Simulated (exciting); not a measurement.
Runs of exciting (release sodium) on LiH. Symmetry: Fm-3m, No. 225, cubic system. Conventional cell: a = 4.074 Å, b = 4.074 Å, c = 4.074 Å, α = 90.00°, β = 90.00°, γ = 90.00°. Around Li (site symmetry m-3m) lie 6 H at 2.04 Å. H (site symmetry m-3m) has 6 Li at 2.04 Å as nearest neighbours. 

| task | level | smearing | outputlevel | gap on the mesh (eV) |
| --- | --- | --- | --- | --- |
| single point | RPBE | gaussian 0.1 eV | high | 3.37 |
| single point | RPBE | gaussian 0.05 eV | normal | 3.37 |
| band structure | BLYP | gaussian 0.01 eV | low | 3.64 |
| single point | PBE | gaussian 0.02 eV | normal | (a) |

Alike in all rows: potentials or basis all-electron LAPW+lo, shipped species files, valence relativity zora; no spin polarisation; cell as given; k mesh 11 × 11 × 11; rgkmax 5.

Question: Estimate the missing entries.

Answer: (a) 3.21.

Caveats: an odd mesh through Γ misses points on the zone boundary, where band edges often lie (some runs); the mesh misses the band edges, which the band path finds closer together (some runs).
